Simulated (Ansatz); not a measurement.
# In: which structure wins at one pressure

Aim: bring In in several structures (bcc, hcp, omega, sc, simple hexagonal) to one pressure and rank them by enthalpy. The pressure is set by scaling the first phase. The runs shown use LAPW. Companion runs by PAW are cited.

Computed with Ansatz 0.2.0 (DFT, PBE, all-electron LAPW, scalar-relativistic, unless a step's input says otherwise).

### 1 The system as given

Symmetry: Im-3m, No. 229, cubic system. Conventional cell: a = 3.220 Å, b = 3.220 Å, c = 3.220 Å, α = 90.00°, β = 90.00°, γ = 90.00°. Around In (site symmetry m-3m) lie 8 In at 2.79 Å.

Coordinates:

```cif
data_structure
_symmetry_space_group_name_H-M 'Im-3m'
_symmetry_Int_Tables_number 229
_cell_length_a 3.2196
_cell_length_b 3.2196
_cell_length_c 3.2196
_cell_angle_alpha 90.000
_cell_angle_beta 90.000
_cell_angle_gamma 90.000
_cell_volume 33.37
loop_
_atom_site_label
_atom_site_type_symbol
_atom_site_symmetry_multiplicity
_atom_site_Wyckoff_symbol
_atom_site_fract_x
_atom_site_fract_y
_atom_site_fract_z
_atom_site_occupancy
In1 In 2 a 0.00000 0.00000 0.00000 1
```

The file gives the conventional cell by its symmetry; the runs use the cell typed in the input.

### 2 Bcc relaxed under pressure, LAPW

input.yaml reads:

```yaml
crystal:
  lattice:
    - [-1.609780604, 1.609780604, 1.609780604]
    - [1.609780604, -1.609780604, 1.609780604]
    - [1.609780604, 1.609780604, -1.609780604]
  atoms:
    - { symbol: In, position: [0.0, 0.0, 0.0] }
kpoints:
  mp_grid: { grid: [17, 17, 17] }
scf:
  occupations: { method: fermi_dirac, width: 0.05 }
hamiltonian:
  xc: pbe
  pseudopotentials: { kind: all_electron, lapw: { basis_error: 0.0005 } }
output:
  forces: true
  stress: true
  eigenvalues: true
relax:
  f_tol: 0.005
  max_steps: 12
  cell: { p_target: 66.0, stress_tol: 0.033 }
```

Command:

```bash
$ ansatz run input.yaml --threads 1 --pin off --max-ram 3584MiB --backend cpu --events-out ev --progress --plain --runs-dir out
```

The log of the run, shortened:

```text
[...]
LAPW: plane waves up to 8.901 Å⁻¹, error target 5.0e-4 eV per atom; small_component_spin mean_spin; In in spheres of 1.352 Å, 21 of its electrons in bands, Dirac shells []
[...]
Pseudopotentials: kind: all_electron
Pseudopotential: In, LAPW, valence charge 21, Koelling and Harmon's equation, gaussian nucleus
Functional definition: PBE
[...]
Crystal: 1 atoms, lattice volume = 16.686 Å³
Basis set: ecut = 301.8349127621319 eV, 201 PW (Γ), exchange–correlation at level 2
Bands: 15, of which v1, the nominal top of the filled ones, is band 11 counted from 1 (10 counted from 0)
Symmetry: 48 space group operations
Space group: Im-3m (ITA 229), of the structure as read, at distance tolerance 2.6e-5 Å
k-points: 165 of 4913
[...]
SCF iter   1: F=—  HF=-160044.674102 eV  |F-HF|=—  |Δ(HF+E_count)|=         —  Δρ=1.42e-2  dr2=2.04e-2  ethr=9.66e-5  ⟨swp⟩=3.2  Hψ=17782  notcnv=0
[...]
relax step   1: F+E_penalty+E_count = -160044.60132836 eV  Δ(F+E_penalty+E_count) = +0.000e0 eV  max|allowed force component| = 0.000e0 eV/Å  Δτ_max = 0.0000 Å  P = +65.953 GPa  Ω = 16.686 Å³  (7 SCF iters, accepted)
[...]
relax step   3: F+E_penalty+E_count = -160044.60024301 eV  Δ(F+E_penalty+E_count) = +1.085e-3 eV  max|allowed force component| = 0.000e0 eV/Å  Δτ_max = 0.0000 Å  P = +66.000 GPa  Ω = 16.684 Å³  (2 SCF iters, accepted)
[...]
relax step   4: F+E_penalty+E_count = -160044.60024301 eV  Δ(F+E_penalty+E_count) = -1.484e-9 eV  max|allowed force component| = 0.000e0 eV/Å  Δτ_max = 0.0000 Å  P = +66.000 GPa  Ω = 16.684 Å³  stress off target by 1.24e-4 GPa  SCF on the basis re-selected at this cell (its energy is not [...]
SCF converged after 2 iterations
Free energy (F): -160044.600243 eV
[...]
E sigma→0 (E₀):  -160044.598415 eV
Entropy (-TS):   -0.003656 eV (-3.656 meV/atom)
Fermi energy:    23.658831 eV
[...]
--- Forces (eV/Å), atoms counted from 1 ---
  atom   1  In     0.00000000     0.00000000     0.00000000
[...]
--- Stress (GPa, compression-positive) ---
       65.999876       0.000000       0.000000
        0.000000      65.999876       0.000000
        0.000000       0.000000      65.999876
  P = ⅓ Tr σ = 65.9999 GPa (659.999 kbar)
--- Band table (eV; the first three rows and the last of 165) ---
  k-point 0: bands = ["-92.6652", "-51.1260", "-51.1260", "-51.1260", "7.6600", "7.6600", "7.6600", "8.4629", "8.4629", "9.9989", "37.3480", "37.3480", "37.3480", "40.6740", "40.6740"]
[...]
--- Relaxed structure (3 steps of the walk, 2 accepted, 1 SCFs on fresh bases) ---
  F+E_penalty+E_count = -160044.60024301 eV   max|allowed force component| = 0.000e0 eV/Å   (the final SCF, on the basis selected at the relaxed cell)
  cell:  # Å, volume = 16.6837 Å³
    - [-1.60969584169363, 1.60969584169363, 1.60969584169363]
    - [1.60969584169363, -1.60969584169363, 1.60969584169363]
    - [1.60969584169363, 1.60969584169363, -1.60969584169363]
  atoms:
    - { symbol: In, position: [0.0, 0.0, 0.0] }
```

It took 38 s on 1 thread of Arm Neoverse V1, shared host; peak memory 0.38 GiB.

Step by step:

| step | energy from step 1 (eV/cell) | largest force component (eV/Å) | pressure (GPa) | volume (Å³) |
| --- | --- | --- | --- | --- |
| 1 | 0.0000 | 0.0000 | 65.95 | 16.69 |
| 2x | 0.0047 | 0.0000 | 66.16 | 16.67 |
| 3 | 0.0011 | 0.0000 | 66.00 | 16.68 |
| 4 | 0.0011 | 0.0000 | 66.00 | 16.68 |

Step 1 is the start. Step 4 repeats the geometry before on a plane-wave basis chosen anew for that cell, so the energy can jump there without any move; the table keeps such jumps. 1 step was tried and not accepted (marked x).

| input's cell | before | after | change |
| --- | --- | --- | --- |
| a (Å) | 2.788 | 2.788 | -0.0 % |
| b (Å) | 2.788 | 2.788 | -0.0 % |
| c (Å) | 2.788 | 2.788 | -0.0 % |
| volume (Å³/atom) | 16.69 | 16.68 | -0.0 % |

In short: pressure 66.00 GPa; no gap.

### 3 Hcp relaxed under pressure, LAPW

input.yaml reads:

```yaml
crystal:
  lattice:
    - [2.8399859767, 0.0, 0.0]
    - [-1.4199929884, 2.4595000022, 0.0]
    - [0.0, 0.0, 4.7522731024]
  atoms:
    - { symbol: In, position: [0.3333333333, 0.6666666667, 0.25] }
    - { symbol: In, position: [0.6666666667, 0.3333333333, 0.75] }
kpoints:
  mp_grid: { grid: [15, 15, 8] }
scf:
  occupations: { method: fermi_dirac, width: 0.05 }
hamiltonian:
  xc: pbe
  pseudopotentials: { kind: all_electron, lapw: { basis_error: 0.0005 } }
output:
  forces: true
  stress: true
  eigenvalues: true
relax:
  f_tol: 0.005
  max_steps: 12
  cell: { p_target: 66.0, stress_tol: 0.033 }
```

Command:

```bash
$ ansatz run input.yaml --threads 1 --pin off --max-ram 3584MiB --backend cpu --events-out ev --progress --plain --runs-dir out
```

The log of the run, shortened:

```text
[...]
LAPW: plane waves up to 8.710 Å⁻¹, error target 5.0e-4 eV per atom; small_component_spin mean_spin; In in spheres of 1.377 Å, 21 of its electrons in bands, Dirac shells []
[...]
[... 3 set-up lines as earlier in the session ...]
[...]
Crystal: 2 atoms, lattice volume = 33.194 Å³
Basis set: ecut = 289.0615554627034 eV, 373 PW (Γ), exchange–correlation at level 2
Bands: 26, of which v1, the nominal top of the filled ones, is band 21 counted from 1 (20 counted from 0)
Symmetry: 24 space group operations
Space group: P63/mmc (ITA 194), of the structure as read, at distance tolerance 3.2e-5 Å
k-points: 135 of 1800
[...]
SCF iter   1: F=—  HF=-320089.371702 eV  |F-HF|=—  |Δ(HF+E_count)|=         —  Δρ=1.38e-2  dr2=3.50e-2  ethr=8.29e-5  ⟨swp⟩=3.1  Hψ=24597  notcnv=0
[...]
  atom   1  In     0.00000000    -0.00000000     0.00000000
  atom   2  In    -0.00000000     0.00000000     0.00000000
[...]
--- Stress (GPa, compression-positive) ---
       65.979809      -0.000000       0.000000
       -0.000000      65.979809       0.000000
        0.000000       0.000000      65.971950
  P = ⅓ Tr σ = 65.9772 GPa (659.772 kbar)
--- Band table (eV; the first three rows and the last of 135) ---
[... band rows left out ...]
[...]
--- Relaxed structure (1 steps of the walk, 1 accepted, 1 SCFs on fresh bases) ---
  F+E_penalty+E_count = -320089.22255319 eV   max|allowed force component| = 2.313e-17 eV/Å   (the final SCF, on the basis selected at the relaxed cell)
  cell:  # Å, volume = 33.1944 Å³
    - [2.839985976692055, 2.8867513941570517e-11, 0.0]
    - [-1.4199929883710276, 2.4595000021924465, 0.0]
    - [0.0, 0.0, 4.7522731024]
  atoms:
    - { symbol: In, position: [0.33333333333333337, 0.6666666666666667, 0.25000000000000006] }
    - { symbol: In, position: [0.6666666666666667, 0.33333333333333337, 0.7500000000000001] }
```

Wall time 53 s (1 thread of Arm Neoverse V1, shared host); peak memory 0.54 GiB.

Step by step:

| step | energy from step 1 (eV/cell) | largest force component (eV/Å) | pressure (GPa) | volume (Å³) |
| --- | --- | --- | --- | --- |
| 1 | 0.0000 | 0.0000 | 65.98 | 33.19 |
| 2 | 0.0000 | 0.0000 | 65.98 | 33.19 |

Step 1 is the start. Step 2 repeats the geometry before on a plane-wave basis chosen anew for that cell, so the energy can jump there without any move; the table keeps such jumps.

| input's cell | before | after | change |
| --- | --- | --- | --- |
| a (Å) | 2.840 | 2.840 | -0.0 % |
| b (Å) | 2.840 | 2.840 | -0.0 % |
| c (Å) | 4.752 | 4.752 | -0.0 % |
| volume (Å³/atom) | 16.60 | 16.60 | -0.0 % |

Read from it: pressure 65.98 GPa; no gap.

### 4 Omega relaxed under pressure, LAPW

input.yaml reads:

```yaml
crystal:
  lattice:
    - [4.5861704618, 0.0, 0.0]
    - [-2.2930852309, 3.971740126, 0.0]
    - [0.0, 0.0, 2.7545394986]
  atoms:
    - { symbol: In, position: [0.0, 0.0, 0.0] }
    - { symbol: In, position: [0.3333333333, 0.6666666667, 0.5] }
    - { symbol: In, position: [0.6666666667, 0.3333333333, 0.5] }
kpoints:
  mp_grid: { grid: [8, 8, 11] }
scf:
  occupations: { method: fermi_dirac, width: 0.05 }
hamiltonian:
  xc: pbe
  pseudopotentials: { kind: all_electron, lapw: { basis_error: 0.0005 } }
output:
  forces: true
  stress: true
  eigenvalues: true
relax:
  f_tol: 0.005
  max_steps: 12
  cell: { p_target: 66.0, stress_tol: 0.033 }
```

Command:

```bash
$ ansatz run input.yaml --threads 1 --pin off --max-ram 3584MiB --backend cpu --events-out ev --progress --plain --runs-dir out
```

The log of the run, shortened:

```text
[...]
LAPW: plane waves up to 9.451 Å⁻¹, error target 5.0e-4 eV per atom; small_component_spin mean_spin; In in spheres of 1.284 Å, 31 of its electrons in bands, Dirac shells []
[...]
[... 1 set-up line as earlier in the session ...]
Pseudopotential: In, LAPW, valence charge 31, Koelling and Harmon's equation, gaussian nucleus
[... 1 set-up line as earlier in the session ...]
[...]
Crystal: 3 atoms, lattice volume = 50.174 Å³
Basis set: ecut = 340.3032423155054 eV, 693 PW (Γ), exchange–correlation at level 2
Bands: 56, of which v1, the nominal top of the filled ones, is band 47 counted from 1 (46 counted from 0)
[... 1 set-up line as earlier in the session ...]
Space group: P6/mmm (ITA 191), of the structure as read, at distance tolerance 3.7e-5 Å
k-points: 60 of 704
[...]
SCF iter   1: F=—  HF=-480133.950801 eV  |F-HF|=—  |Δ(HF+E_count)|=         —  Δρ=1.76e-2  dr2=1.09e-1  ethr=1.17e-4  ⟨swp⟩=3.0  Hψ=20849  notcnv=0
[...]
  atom   2  In     0.00000000    -0.00000000     0.00000000
  atom   3  In     0.00000000     0.00000000     0.00000000
[...]
--- Stress (GPa, compression-positive) ---
       65.984266       0.000000       0.000000
        0.000000      65.984266       0.000000
        0.000000       0.000000      65.973018
  P = ⅓ Tr σ = 65.9805 GPa (659.805 kbar)
--- Band table (eV; the first three rows and the last of 60) ---
[...]
--- Relaxed structure (1 steps of the walk, 1 accepted, 1 SCFs on fresh bases) ---
  F+E_penalty+E_count = -480133.72646720 eV   max|allowed force component| = 1.542e-18 eV/Å   (the final SCF, on the basis selected at the relaxed cell)
  cell:  # Å, volume = 50.1741 Å³
    - [4.586170461797338, 0.0, 0.0]
    - [-2.293085230898669, 3.971740126002305, 0.0]
    - [0.0, 0.0, 2.7545394986]
  atoms:
    - { symbol: In, position: [0.0, 0.0, 0.0] }
    - { symbol: In, position: [0.3333333333333333, 0.6666666666666666, 0.49999999999999994] }
    - { symbol: In, position: [0.6666666666666666, 0.3333333333333333, 0.49999999999999994] }
```

Wall time 1.7 min (1 thread of Arm Neoverse V1, shared host); peak memory 0.61 GiB.

The steps of the relaxation:

| step | energy from step 1 (eV/cell) | largest force component (eV/Å) | pressure (GPa) | volume (Å³) |
| --- | --- | --- | --- | --- |
| 1 | 0.0000 | 0.0000 | 65.98 | 50.17 |
| 2 | 0.0000 | 0.0000 | 65.98 | 50.17 |

Step 1 is the start. Step 2 repeats the geometry before on a plane-wave basis chosen anew for that cell, so the energy can jump there without any move; the table keeps such jumps.

| input's cell | before | after | change |
| --- | --- | --- | --- |
| a (Å) | 4.586 | 4.586 | -0.0 % |
| b (Å) | 4.586 | 4.586 | -0.0 % |
| c (Å) | 2.755 | 2.755 | +0.0 % |
| volume (Å³/atom) | 16.72 | 16.72 | -0.0 % |

This run gives: pressure 65.98 GPa; no gap.

### 5 Sc relaxed under pressure, LAPW

input.yaml reads:

```yaml
crystal:
  lattice:
    - [2.5899083619, 0.0, 0.0]
    - [0.0, 2.5899083619, 0.0]
    - [0.0, 0.0, 2.5899083619]
  atoms:
    - { symbol: In, position: [0.0, 0.0, 0.0] }
kpoints:
  mp_grid: { grid: [15, 15, 15] }
scf:
  occupations: { method: fermi_dirac, width: 0.05 }
hamiltonian:
  xc: pbe
  pseudopotentials: { kind: all_electron, lapw: { basis_error: 0.0005 } }
output:
  forces: true
  stress: true
  eigenvalues: true
relax:
  f_tol: 0.005
  max_steps: 12
  cell: { p_target: 66.0, stress_tol: 0.033 }
```

Command:

```bash
$ ansatz run input.yaml --threads 1 --pin off --max-ram 3584MiB --backend cpu --events-out ev --progress --plain --runs-dir out
```

The log of the run, shortened:

```text
[...]
LAPW: plane waves up to 9.693 Å⁻¹, error target 5.0e-4 eV per atom; small_component_spin mean_spin; In in spheres of 1.256 Å, 31 of its electrons in bands, Dirac shells []
[...]
[... 3 set-up lines as earlier in the session ...]
[...]
Crystal: 1 atoms, lattice volume = 17.372 Å³
Basis set: ecut = 357.99288842981395 eV, 251 PW (Γ), exchange–correlation at level 2
Bands: 20, of which v1, the nominal top of the filled ones, is band 16 counted from 1 (15 counted from 0)
[... 1 set-up line as earlier in the session ...]
Space group: Pm-3m (ITA 221), of the structure as read, at distance tolerance 2.6e-5 Å
k-points: 120 of 3375
[...]
SCF iter   1: F=—  HF=-160044.504752 eV  |F-HF|=—  |Δ(HF+E_count)|=         —  Δρ=1.83e-2  dr2=3.15e-2  ethr=1.01e-4  ⟨swp⟩=3.0  Hψ=15200  notcnv=0
[...]
--- Forces (eV/Å), atoms counted from 1 ---
  atom   1  In    -0.00000000    -0.00000000     0.00000000
[...]
--- Stress (GPa, compression-positive) ---
       66.012292       0.000000       0.000000
        0.000000      66.012292       0.000000
        0.000000       0.000000      66.012292
  P = ⅓ Tr σ = 66.0123 GPa (660.123 kbar)
--- Band table (eV; the first three rows and the last of 120) ---
  k-point 0: bands = ["-406.7173", "-406.7173", "-406.7155", "-406.7155", "-406.7155", "-94.0829", "-52.5108", "-52.5108", "-52.5108", "5.2583", "5.2583", "7.5079", "7.5079", "7.5079", "9.2116", "31.9050", "31.9050", "31.9050", "36.4249", "36.4249"]
[...]
--- Relaxed structure (1 steps of the walk, 1 accepted, 1 SCFs on fresh bases) ---
  F+E_penalty+E_count = -160044.42659658 eV   max|allowed force component| = 0.000e0 eV/Å   (the final SCF, on the basis selected at the relaxed cell)
  cell:  # Å, volume = 17.3721 Å³
    - [2.5899083619, 0.0, 0.0]
    - [0.0, 2.5899083619, 0.0]
    - [0.0, 0.0, 2.5899083619]
  atoms:
    - { symbol: In, position: [0.0, 0.0, 0.0] }
```

It took 21 s on 1 thread of Arm Neoverse V1, shared host; peak memory 0.36 GiB.

The steps of the relaxation:

| step | energy from step 1 (eV/cell) | largest force component (eV/Å) | pressure (GPa) | volume (Å³) |
| --- | --- | --- | --- | --- |
| 1 | 0.0000 | 0.0000 | 66.01 | 17.37 |
| 2 | 0.0000 | 0.0000 | 66.01 | 17.37 |

Step 1 is the start. Step 2 repeats the geometry before on a plane-wave basis chosen anew for that cell, so the energy can jump there without any move; the table keeps such jumps.

| input's cell | before | after | change |
| --- | --- | --- | --- |
| a (Å) | 2.590 | 2.590 | -0.0 % |
| b (Å) | 2.590 | 2.590 | -0.0 % |
| c (Å) | 2.590 | 2.590 | -0.0 % |
| volume (Å³/atom) | 17.37 | 17.37 | -0.0 % |

Result: pressure 66.01 GPa; no gap.

### 6 Simple hexagonal relaxed under pressure, LAPW

Edit input.yaml of step 5 so:

```diff
@@ -2,5 +2,5 @@
   lattice:
-    - [2.5899083619, 0.0, 0.0]
-    - [0.0, 2.5899083619, 0.0]
-    - [0.0, 0.0, 2.5899083619]
+    - [2.7361443766, 0.0, 0.0]
+    - [-1.3680721883, 2.3695705386, 0.0]
+    - [0.0, 0.0, 2.6179133448]
   atoms:
@@ -8,3 +8,3 @@
 kpoints:
-  mp_grid: { grid: [15, 15, 15] }
+  mp_grid: { grid: [16, 16, 15] }
 scf:
```

Command:

```bash
$ ansatz run input.yaml --threads 1 --pin off --max-ram 3584MiB --backend cpu --events-out ev --progress --plain --runs-dir out
```

The log of the run, shortened:

```text
[...]
LAPW: plane waves up to 9.575 Å⁻¹, error target 5.0e-4 eV per atom; small_component_spin mean_spin; In in spheres of 1.270 Å, 31 of its electrons in bands, Dirac shells []
[...]
[... 3 set-up lines as earlier in the session ...]
[...]
Crystal: 1 atoms, lattice volume = 16.973 Å³
Basis set: ecut = 349.30821140247724 eV, 253 PW (Γ), exchange–correlation at level 2
Bands: 20, of which v1, the nominal top of the filled ones, is band 16 counted from 1 (15 counted from 0)
[... 1 set-up line as earlier in the session ...]
Space group: P6/mmm (ITA 191), of the structure as read, at distance tolerance 2.6e-5 Å
k-points: 240 of 3840
[...]
SCF iter   1: F=—  HF=-160044.624032 eV  |F-HF|=—  |Δ(HF+E_count)|=         —  Δρ=1.85e-2  dr2=3.17e-2  ethr=1.02e-4  ⟨swp⟩=3.0  Hψ=30285  notcnv=0
[...]
  atom   1  In    -0.00000000     0.00000000     0.00000000
[...]
--- Stress (GPa, compression-positive) ---
       65.976771       0.000000       0.000000
        0.000000      65.976771       0.000000
        0.000000       0.000000      66.005627
  P = ⅓ Tr σ = 65.9864 GPa (659.864 kbar)
--- Band table (eV; the first three rows and the last of 240) ---
  k-point 0: bands = ["-405.9858", "-405.9858", "-405.9727", "-405.9727", "-405.9689", "-93.3400", "-51.7953", "-51.7953", "-51.7571", "6.0699", "7.0790", "7.0790", "8.2047", "8.2047", "9.6421", "31.8540", "35.2434", "36.8317", "36.8317", "36.9194"]
[...]
--- Relaxed structure (1 steps of the walk, 1 accepted, 1 SCFs on fresh bases) ---
  F+E_penalty+E_count = -160044.54625404 eV   max|allowed force component| = 0.000e0 eV/Å   (the final SCF, on the basis selected at the relaxed cell)
  cell:  # Å, volume = 16.9732 Å³
    - [2.736144376624517, 0.0, 0.0]
    - [-1.3680721883122584, 2.369570538578768, 0.0]
    - [0.0, 0.0, 2.6179133448]
  atoms:
    - { symbol: In, position: [0.0, 0.0, 0.0] }
```

Wall time 41 s (1 thread of Arm Neoverse V1, shared host); peak memory 0.5 GiB.

The steps of the relaxation:

| step | energy from step 1 (eV/cell) | largest force component (eV/Å) | pressure (GPa) | volume (Å³) |
| --- | --- | --- | --- | --- |
| 1 | 0.0000 | 0.0000 | 65.99 | 16.97 |
| 2 | 0.0000 | 0.0000 | 65.99 | 16.97 |

Step 1 is the start. Step 2 repeats the geometry before on a plane-wave basis chosen anew for that cell, so the energy can jump there without any move; the table keeps such jumps.

| input's cell | before | after | change |
| --- | --- | --- | --- |
| a (Å) | 2.736 | 2.736 | +0.0 % |
| b (Å) | 2.736 | 2.736 | +0.0 % |
| c (Å) | 2.618 | 2.618 | -0.0 % |
| volume (Å³/atom) | 16.97 | 16.97 | -0.0 % |

This run gives: pressure 65.99 GPa; no gap.

### 7 All runs together

Rows by PAW come from runs of the same series that aren't printed here.

Enthalpy per atom, H = F + pV at p = 66 GPa, from each method's lowest phase:

| method | start | space group, start → end | volume (Å³/atom) | pressure (GPa) | enthalpy (meV/atom) |
| --- | --- | --- | --- | --- | --- |
| LAPW | bcc | Im-3m → Im-3m | 16.684 | 66.0 | 46.7 |
| LAPW | hcp | P6_3/mmc → P6_3/mmc | 16.597 | 66.0 | 0.0 |
| LAPW | omega | P6/mmm → P6/mmm | 16.725 | 66.0 | 88.3 |
| LAPW | sc | Pm-3m → Pm-3m | 17.372 | 66.0 | 503.9 |
| LAPW | simple hexagonal | P6/mmm → P6/mmm | 16.973 | 66.0 | 219.9 |
| PAW | bcc | Im-3m → Im-3m | 16.686 | 66.0 | 46.8 |
| PAW | hcp | P6_3/mmc → P6_3/mmc | 16.597 | 66.0 | 0.0 |
| PAW | omega | P6/mmm → P6/mmm | 16.725 | 66.0 | 88.4 |
| PAW | sc | Pm-3m → Pm-3m | 17.372 | 66.0 | 503.3 |
| PAW | simple hexagonal | P6/mmm → P6/mmm | 16.973 | 66.0 | 219.6 |

### 8 Summary of results

```
     quantity                         value
     pressure                        66 GPa
lowest (LAPW)  hcp, 46.7 meV/atom under bcc
 lowest (PAW)  hcp, 46.8 meV/atom under bcc
```

**Reading.** By LAPW the order is hcp < bcc < omega < simple hexagonal < sc. By PAW the order is hcp < bcc < omega < simple hexagonal < sc. The methods agree on the lowest phase. Only these structures were tried, with electrons smeared by 0.05 eV and without vibrations, so the true ground state may be another. The k meshes differ between phases and weren't tested, which can move differences by some meV.
